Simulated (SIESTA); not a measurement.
Crystal: Sn.

```xyz
2
Lattice="-2.9401 2.9401 1.5993 2.9401 -2.9401 1.5993 2.9401 2.9401 -1.5993" Properties=species:S:1:pos:R:3 pbc="T T T"
Sn    0.0000    0.0000    0.0000
Sn    0.0000    2.9401    0.7997
```

Base run:

- Program: SIESTA 5.4.2
- Functional: PBE
- Potentials or basis: PseudoDojo 0.4 standard (PBE files)
- Basis: DZP (energy shift 0.002 Ry)
- Grid cutoff: 500 Ry
- Energy shift: 0.002 Ry
- k mesh: 9 × 9 × 9
- Occupations: fermi-dirac, width 0.05 eV
- Spin: no spin polarisation

Its results: band gap on the k mesh none (metal or under the smearing width); pressure 2.6 GPa.

**Question.** After a change of settings the same cell gave: band gap on the k mesh none (metal or under the smearing width); pressure 7.2 GPa. Which change was it?
A. basis from DZP (energy shift 0.002 Ry) to DZP (energy shift 0.003 Ry; two zetas on semicore shells); energy shift from 0.002 Ry to 0.003 Ry
B. functional from PBE to BLYP
C. potentials or basis from PseudoDojo 0.4 standard (PBE files) to SG15 1.2 (PBE files) or PseudoDojo by element
D. functional from PBE to AM05; potentials or basis from PseudoDojo 0.4 standard (PBE files) to PseudoDojo 0.4 standard (PBEsol files)

**Answer.** B.

BLYP binds less tightly than PBE, so the same cell stands under more pressure.

Caveats: semicore shells carry a single zeta, which can move pressures by several GPa and volumes by a few percent; the basis of atomic orbitals isn't converged, which shifts pressures, moduli and gaps; the potentials were made for another functional, which shifts forces and pressure (some runs).

Not every run made on this cell is shown here.
